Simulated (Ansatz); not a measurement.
# Ir: pressure up to the limit of the methods, part 2 of 2

How does Ir (sc type) answer strong compression, and how long do frozen cores keep up with all electrons? Methods of the runs shown: LAPW, crystal datasets and norm-conserving. Companion runs by PAW are cited. Its runs: the reference run (LAPW); volume scaled by 1 (crystal datasets and norm-conserving); volume scaled by 0.9 (LAPW); volume scaled by 0.8 (LAPW and crystal datasets); volume scaled by 0.7 (LAPW); volume scaled by 0.6 (LAPW); volume scaled by 0.5 (LAPW and crystal datasets); volume scaled by 0.4 (LAPW, crystal datasets and norm-conserving).

Ansatz 0.2.0; DFT PBE; a cell built from a prototype (sc type), not taken from measurement. «Crystal datasets» are all-electron PAW datasets made for this crystal.

### 12 Volume scaled by 0.4, LAPW

This is Ir in the simple cubic structure; at room conditions it is fcc.

File input.yaml:

```yaml
crystal:
  lattice:
    - [1.8942629581, 0.0, 0.0]
    - [0.0, 1.8942629581, 0.0]
    - [0.0, 0.0, 1.8942629581]
  atoms:
    - { symbol: Ir, position: [0.0, 0.0, 0.0] }
kpoints:
  mp_grid: { grid: [17, 17, 17] }
  band_path:
    path:
      - [0.0, 0.0, 0.0]
      - [0.0, 0.5, 0.0]
      - [0.5, 0.5, 0.0]
      - [0.0, 0.0, 0.0]
      - [0.5, 0.5, 0.5]
      - [0.0, 0.5, 0.0]
      - [0.5, 0.5, 0.5]
      - [0.5, 0.5, 0.0]
    npoints: 8
scf:
  occupations: { method: fermi_dirac, width: 0.08 }
hamiltonian:
  xc: pbe
  pseudopotentials: { kind: all_electron, lapw: { basis_error: 0.001 } }
output:
  forces: true
  stress: true
  eigenvalues: true
  populations: true
  dos: { projected: true, de: 0.2, e_range: [-14, 8] }
```

Command:

```sh
$ ansatz run input.yaml --threads 1 --pin off --max-ram 2048MiB --backend cpu --events-out ev --progress --plain --runs-dir out
```

Output:

```text
Ir: projections on atomic orbitals take those of the free atom 1s2 2s2 2p6 3s2 3p6 3d10 4s2 4p6 4d10 4f14 5s2 5p6 5d7 6s2, of charge +0.00 (hamiltonian.pseudopotentials.projection_atoms)
LAPW: plane waves up to 13.681 Å⁻¹, error target 1.0e-3 eV per atom; small_component_spin mean_spin; Ir in spheres of 0.947 Å, 49 of its electrons in bands, Dirac shells []
Engine: ansatz 0.2.0
Pseudopotentials: kind: all_electron
Pseudopotential: Ir, LAPW, valence charge 49, Koelling and Harmon's equation, gaussian nucleus
Functional definition: PBE
  parameter kappa = 0.804
  parameter beta = 0.06672455060314922
  exchange = pbe_x(kappa = kappa, mu = beta*pi^2/3)
  correlation = pbe_c(beta = beta)
Crystal: 1 atoms, lattice volume = 6.797 Å³
Basis set: ecut = 713.0631620152021 eV, 305 PW (Γ), exchange–correlation at level 2
Bands: 30, of which v1, the nominal top of the filled ones, is band 25 counted from 1 (24 counted from 0)
Symmetry: 48 space group operations
Space group: Pm-3m (ITA 221), of the structure as read, at distance tolerance 1.9e-5 Å
k-points: 165 of 4913
Non-local potential: Ir, projectors of the file, none
Initial density: superposition of atomic densities (chi_scale 0.1, normalization cell)
Initial wavefunctions: plane waves of lowest kinetic energy (no species holds an atomic orbital)
Functional: x = pbe(κ = 0.804, μ = 0.2195149727645171), c = pbe(β = 0.06672455060314922)
iter 1 solved again at ethr=5.76e-4 eV; its pass at ethr=1.00e-1 eV (dr2=2.82e-1 eV) is discarded
SCF iter   1: F=—  HF=-484999.043976 eV  |F-HF|=—  |Δ(HF+E_count)|=         —  Δρ=7.60e-2  dr2=2.82e-1  ethr=5.76e-4  ⟨swp⟩=2.2  Hψ=31723  notcnv=0
preconditioner: auto → none  [metal: Δε(μ)=0.112 eV  Ē_g=62.144 eV  σ=0.080 eV  W_gap=0.31  n_scr=6 (ndim 8)  ℏωp=76.7 eV  f_vac=0.000  D(μ)=0.36/eV (n_scr^D=0)  sad-step TF]
SCF iter   2: F=—  HF=-484998.932707 eV  |F-HF|=—  |Δ(HF+E_count)|=   1.11e-1  Δρ=4.95e-2  dr2=1.26e-1  ethr=5.76e-4  ⟨swp⟩=2.0  Hψ=14939  notcnv=0
iter 3 solved again at ethr=5.92e-7 eV; its pass at ethr=2.56e-4 eV (dr2=2.90e-4 eV) is discarded
SCF iter   3: F=—  HF=-484998.877706 eV  |F-HF|=—  |Δ(HF+E_count)|=   5.50e-2  Δρ=3.74e-3  dr2=2.90e-4  ethr=5.92e-7  ⟨swp⟩=2.7  Hψ=25228  notcnv=0
SCF iter   4: F=—  HF=-484998.878430 eV  |F-HF|=—  |Δ(HF+E_count)|=         —  Δρ=1.72e-3  dr2=1.43e-4  ethr=5.92e-7  ⟨swp⟩=3.0  Hψ=14742  notcnv=0
the basis was enlarged: its passes take 163.7 KiB over the memory plan, 1 of 1 planned eigensolver slots
SCF iter   5: F=—  HF=-484998.875957 eV  |F-HF|=—  |Δ(HF+E_count)|=   2.47e-3  Δρ=1.97e-4  dr2=7.06e-7  ethr=2.91e-7  ⟨swp⟩=2.2  Hψ=14173  notcnv=0
SCF iter   6: F=-484998.875955 eV  HF=-484998.875955 eV  |F-HF|=2.01e-8  |Δ(HF+E_count)|=   1.47e-6  Δρ=3.44e-5  dr2=1.51e-8  ethr=1.44e-9  ⟨swp⟩=2.5  Hψ=14264  notcnv=0
SCF 1 converged in 6 iterations: F = -484998.875955 eV  dr2 = 1.51e-8
NSCF: frozen V_eff on 57 k-points
SCF converged after 6 iterations
Free energy (F): -484998.875955 eV
Harris-Foulkes:  -484998.875955 eV  (|F-HF|=2.01e-8)
Internal energy: -484998.869272 eV  (E = F + TS)
E sigma→0 (E₀):  -484998.872614 eV
Entropy (-TS):   -0.006684 eV (-6.684 meV/atom)
Fermi energy:    72.630988 eV
--- Per-component energies (eV) ---
  E_band       = -5065.421573
  E_kinetic    = 549045.257081
  E_xc         = -9505.276332
  E_electrostatic = -1024538.850021  (all electrons and nuclei)
  E_smearing   = -0.006684  (= −TS)
  E_closure    = 0.000000  (closes the sum)
  E_atoms      = -485016.743210  (free atoms, spherical and without spin; not in F)
  Σ components = -484998.875955   (vs F -484998.875955, Δ=0.00e0)
  Basis errors (estimates in eV, not in F): energy 3.3e-4 per atom: plane waves 2.9e-4 (1.6e-4 summed), levels above the bands 1.8e-154, relativity 1.3e-7, radial functions 3.4e-5, core shells 1.1e-11; eigenvalues (radial functions only) 3.5e-6; not estimated: angular momenta, meshes, grids; target (lapw.basis_error) 1.0e-3; muffin-tin radii Ir 0.947 Å
--- Forces (eV/Å), atoms counted from 1 ---
  atom   1  Ir     0.00000000    -0.00000000     0.00000000
  max |Σ_I F_I| component: 5.26e-31 eV/Å
--- Stress (GPa, compression-positive) ---
     1901.994758       0.000000      -0.000000
        0.000000    1901.994758       0.000000
       -0.000000       0.000000    1901.994758
  P = ⅓ Tr σ = 1901.9948 GPa (19019.948 kbar)
--- Band table (eV; the first three rows and the last of 165) ---
  k-point 0: bands = ["-588.1541", "-420.8206", "-420.8206", "-420.8206", "-215.3975", "-215.3975", "-215.3538", "-215.3538", "-215.3538", "-26.9290", "12.6561", "12.6561", "12.6561", "12.6966", "12.6966", "12.6966", "12.8608", "21.1042", "21.1042", "21.1042", "52.5330", "52.5330", "53.7575", "77.4070", "77.4070", "77.4070", "93.7345", "93.7345", "93.7345", "104.9000"]
  k-point 1: bands = ["-588.1541", "-420.8207", "-420.8206", "-420.8206", "-215.3975", "-215.3973", "-215.3538", "-215.3538", "-215.3538", "-26.8826", "12.6536", "12.6594", "12.6594", "12.6911", "12.7013", "12.7013", "12.8595", "20.6569", "21.1368", "21.1368", "52.6064", "52.9823", "54.1660", "76.6963", "76.6963", "77.4543", "92.5314", "94.4069", "94.4069", "101.0843"]
  k-point 2: bands = ["-588.1541", "-420.8207", "-420.8206", "-420.8206", "-215.3975", "-215.3968", "-215.3539", "-215.3539", "-215.3538", "-26.7484", "12.6464", "12.6658", "12.6658", "12.6753", "12.7179", "12.7179", "12.8556", "19.4550", "21.2314", "21.2314", "52.8205", "53.6509", "55.9068", "74.9433", "74.9433", "77.5910", "89.9483", "95.9704", "95.9704", "97.1912"]
  k-point 164: bands = ["-588.1541", "-420.8208", "-420.8208", "-420.8208", "-215.3899", "-215.3899", "-215.3555", "-215.3555", "-215.3555", "-22.5521", "12.1686", "12.1686", "12.1720", "12.7034", "12.8455", "12.8455", "12.8463", "15.0407", "15.0479", "15.0479", "52.9736", "53.0804", "53.0804", "72.1979", "86.0872", "86.0872", "99.7662", "101.2812", "101.2812", "112.5989"]
--- Löwdin populations: 1 site ---
  site symbol       q [e]
     0     Ir     76.8319
  spilling = 0.002183 (of n_electrons = 77.000000)
```

It took 38 s on 1 thread of Arm Neoverse V1, shared host; peak memory 0.51 GiB.

Result: pressure 1901.99 GPa; no gap.

At the corners of the path (eV, zero at the Fermi level):

```tsv
point	band 21	band 22	band 23	band 24	band 25	band 26	band 27
Γ	-20.10	-20.10	-18.87	4.78	4.78	4.78	21.10
X	-17.56	-14.14	-7.17	-7.17	-4.58	6.30	11.09
M	-23.70	-12.92	-4.72	-4.72	6.71	6.71	13.04
Γ	-20.10	-20.10	-18.87	4.78	4.78	4.78	21.10
R	-19.69	-19.69	-19.69	-0.78	14.21	14.21	27.95
X	-17.56	-14.14	-7.17	-7.17	-4.58	6.30	11.09
R	-19.69	-19.69	-19.69	-0.78	14.21	14.21	27.95
M	-23.70	-12.92	-4.72	-4.72	6.71	6.71	13.04
```

States per cell, counted by energy window (eV from the Fermi level, on a grid of 0.20 eV):

```tsv
from	to	total	Ir 5d	Ir 6s
-10	-9	0.53	0.47	0.02
-9	-8	0.33	0.29	0.02
-8	-7	0.50	0.46	0.02
-7	-6	0.51	0.47	0.02
-6	-5	0.42	0.39	0.02
-5	-4	0.36	0.32	0.03
-4	-3	0.28	0.24	0.02
-3	-2	0.34	0.27	0.04
-2	-1	0.44	0.36	0.05
-1	0	0.45	0.35	0.06
0	1	0.40	0.28	0.06
1	2	0.34	0.24	0.05
2	3	0.34	0.21	0.06
3	4	0.34	0.21	0.06
4	5	0.29	0.17	0.05
```

### 13 Volume scaled by 0.4, crystal datasets

File input.yaml:

```yaml
crystal:
  lattice:
    - [1.8942629581, 0.0, 0.0]
    - [0.0, 1.8942629581, 0.0]
    - [0.0, 0.0, 1.8942629581]
  atoms:
    - { symbol: Ir, position: [0.0, 0.0, 0.0] }
kpoints:
  mp_grid: { grid: [17, 17, 17] }
scf:
  occupations: { method: fermi_dirac, width: 0.08 }
hamiltonian:
  xc: pbe
  pseudopotentials: { kind: all_electron, datasets: crystal }
output:
  forces: true
  stress: true
  eigenvalues: true
```

Command:

```sh
$ ansatz run input.yaml --threads 1 --pin off --max-ram 2048MiB --backend cpu --events-out ev --progress --plain --runs-dir out
```

Output, shortened:

```text
[...]
[... 1 set-up line as earlier in the session ...]
Pseudopotential: Ir, paw, valence charge 31, recommended cutoff 620 eV (normal), Koelling and Harmon's equation, gaussian nucleus
[... 1 set-up line as earlier in the session ...]
[...]
Crystal: 1 atoms, lattice volume = 6.797 Å³
Basis set: ecut = 620 eV, 251 PW (Γ), exchange–correlation on 36×36×36 points (8 copies of the dense FFT grid, shifted against one another)
[...]
--- Stress (GPa, compression-positive) ---
     1901.992344       0.000000       0.000000
        0.000000    1901.992344       0.000000
        0.000000       0.000000    1901.992344
  P = ⅓ Tr σ = 1901.9923 GPa (19019.923 kbar)
--- Band table (eV; the first three rows and the last of 165) ---
  k-point 0: bands = ["-26.9289", "12.6561", "12.6561", "12.6561", "12.6968", "12.6968", "12.6968", "12.8606", "21.1043", "21.1043", "21.1043", "52.5330", "52.5330", "53.7575", "77.4070", "77.4070", "77.4070", "93.7345"]
[...]
```

Run time: 20 s. Hardware: 1 thread of Arm Neoverse V1, shared host; peak memory 0.66 GiB.

Read from it: pressure 1901.99 GPa; no gap.

### 14 Volume scaled by 0.4, norm-conserving

Edit input.yaml of step 13 so:

```diff
@@ -13,3 +13,3 @@
   xc: pbe
-  pseudopotentials: { kind: all_electron, datasets: crystal }
+  pseudopotentials: { kind: nc }
 output:
```

Command:

```sh
$ ansatz run input.yaml --threads 1 --pin off --max-ram 2048MiB --backend cpu --events-out ev --progress --plain --runs-dir out
```

Output, shortened:

```text
[...]
[... 3 set-up lines as earlier in the session ...]
[...]
Crystal: 1 atoms, lattice volume = 6.797 Å³
Basis set: ecut = 925.187132 eV, 461 PW (Γ), exchange–correlation on 40×40×40 points (8 copies of the dense FFT grid, shifted against one another)
[...]
  atom   1  Ir     0.00000000     0.00000000    -0.00000000
[...]
--- Stress (GPa, compression-positive) ---
     1907.258342       0.000000       0.000000
        0.000000    1907.258342       0.000000
        0.000000       0.000000    1907.258342
  P = ⅓ Tr σ = 1907.2583 GPa (19072.583 kbar)
--- Band table (eV; the first three rows and the last of 165) ---
  k-point 0: bands = ["-39.3534", "8.5960", "8.5960", "8.5960", "39.9040", "39.9040", "41.1825", "64.8303", "64.8303", "64.8303", "81.0578", "81.0578", "81.0578"]
[...]
```

Wall time 2.6 s (1 thread of Arm Neoverse V1, shared host); peak memory 0.24 GiB.

This run gives: pressure 1907.26 GPa; no gap.

### 15 Side by side

Rows by PAW come from runs of the same series that aren't printed here.

```
                         method  volume over the first  volume (Å³/atom)  pressure (GPa)  SCF cycles, all passes
                           LAPW                      1            16.993           -0.06                       6
                           LAPW                    0.9            15.293           33.53                       6
                           LAPW                    0.8            13.594           94.64                       6
                           LAPW                    0.7            11.895          207.95                       6
                           LAPW                    0.6            10.196          426.45                       6
                           LAPW                    0.5             8.496          875.93                       8
                           LAPW                    0.4             6.797         1901.99                       6
                            PAW                      1            16.993           -0.05                       6
                            PAW                    0.9            15.293           33.55                       6
                            PAW                    0.8            13.594           94.73                       6
                            PAW                    0.7            11.895          208.29                       6
                            PAW                    0.6            10.196          427.45                       6
                            PAW                    0.5             8.496          879.17                       6
                            PAW                    0.4             6.797         1915.84                       6
            PAW (cutoff 800 eV)                    0.4             6.797         1915.17                       6
PAW (partial_waves polarizable)                    0.7            11.895          208.29                       6
               crystal datasets                      1            16.993           -0.06                       8
               crystal datasets                    0.8            13.594           94.64                       7
               crystal datasets                    0.5             8.496          875.93                       7
               crystal datasets                    0.4             6.797         1901.99                       8
                norm-conserving                      1            16.993            0.06                       6
                norm-conserving                    0.4             6.797         1907.26                       6
```

### 16 Outcome

The summary covers parts 1 to 2.

| quantity | value |
| --- | --- |
| LAPW pressure at 0.4 of the volume | 1902.0 GPa |
| PAW pressure at 0.4 of the volume | 1915.8 GPa |
| PAW (cutoff 800 eV) pressure at 0.4 of the volume | 1915.2 GPa |
| crystal datasets pressure at 0.4 of the volume | 1902.0 GPa |
| norm-conserving pressure at 0.4 of the volume | 1907.3 GPa |
| fitted bulk modulus at zero pressure (LAPW) | 265 GPa |
| its pressure derivative | 4.41 |

**Reading.** At 0.4 of the starting volume LAPW gives 1902 GPa. A third-order Birch-Murnaghan curve fits the range only roughly (B₀ = 265 GPa, B′ = 4.41, misfit at most 21.63 GPa). A fit over so wide a range leans to the high pressures, so B₀ can be off by several per cent. Where LAPW's pressure is over 3 GPa, PAW's departs from it by at most 0.7 %, at 0.4 of the volume. The ions are at rest, and the electrons smeared by 0.08 eV. Spin-orbit coupling is left out, though the cell holds Ir; in elements this heavy it can shift bands and gaps by tenths of an eV.
